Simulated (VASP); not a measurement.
From an Ansatz input to VASP: InSb (strained zincblende)

Ansatz input

```yaml
crystal:
  lattice:
    - [0.0, 3.2795130175, 3.2139227572]
    - [3.2795130175, 0.0, 3.2139227572]
    - [3.2795130175, 3.2795130175, 0.0]
  atoms:
    - { symbol: In, position: [0.0, 0.0, 0.0] }
    - { symbol: Sb, position: [0.25, 0.25, 0.25] }
kpoints:
  mp_grid: { grid: [6, 6, 6] }
  band_path:
    path:
      - [0.0, 0.0, 0.0]
      - [-0.5, -0.5, 0.0]
      - [-0.375, -0.375, 0.25]
      - [-0.375, 0.0, 0.375]
      - [0.0, 0.0, 0.5]
      - [-0.5, -0.25, 0.25]
      - [-0.012044, 0.0, -0.012044]
    npoints: 1
hamiltonian:
  xc: r2scan
scf:
  occupations: { method: fermi_dirac, width: 0.02 }
  n_extra_bands: 4
output:
  forces: true
  stress: true
  eigenvalues: true
  write_density: true
  write_potential: true
  elf: true
  volumetric_format: npy
```

Translate this input to VASP.



INCAR

```
EDIFF = 1E-7
LWAVE = .FALSE.
LREAL = .FALSE.
METAGGA = R2SCAN
ENCUT = 520
NBANDS = 16
SIGMA = 0.02
ISMEAR = -1
ISIF = 2
NELM = 120
IBRION = -1
LASPH = .TRUE.
PREC = Accurate
LCHARG = .TRUE.
NSW = 0
ALGO = Normal
LELF = .TRUE.
```

KPOINTS

```
KPOINTS created by Atomic Simulation Environment
0
Gamma
6 6 6
0 0 0
```

KPOINTS_OPT

```
special points
7
Reciprocal
0.0000000000 0.0000000000 0.0000000000 1
-0.5000000000 -0.5000000000 0.0000000000 1
-0.3750000000 -0.3750000000 0.2500000000 1
-0.3750000000 0.0000000000 0.3750000000 1
0.0000000000 0.0000000000 0.5000000000 1
-0.5000000000 -0.2500000000 0.2500000000 1
-0.0120440000 0.0000000000 -0.0120440000 1
```

POSCAR

```
In Sb
 1.0000000000000000
     0.0000000000000000    3.2795130174999998    3.2139227572000002
     3.2795130174999998    0.0000000000000000    3.2139227572000002
     3.2795130174999998    3.2795130174999998    0.0000000000000000
 In  Sb
   1   1
Cartesian
  0.0000000000000000  0.0000000000000000  0.0000000000000000
  1.6397565087499999  1.6397565087499999  1.6069613786000001
```

VASP ran with the recommended PBE PAW datasets (18 valence electrons in the cell). Other inputs would serve too.

```json
{"": "gap between bands v and c", "Ansatz": "0.07 eV", "VASP": "0.07 eV"}
{"": "least direct gap", "Ansatz": "0.07 eV", "VASP": "0.07 eV"}
{"": "pressure", "Ansatz": "0.8 GPa", "VASP": "0.9 GPa"}
```

Datasets and cutoffs are each program's own. VASP's cell holds 18 valence electrons and Ansatz's 28. Ansatz's stress includes a Pulay correction; VASP's doesn't.
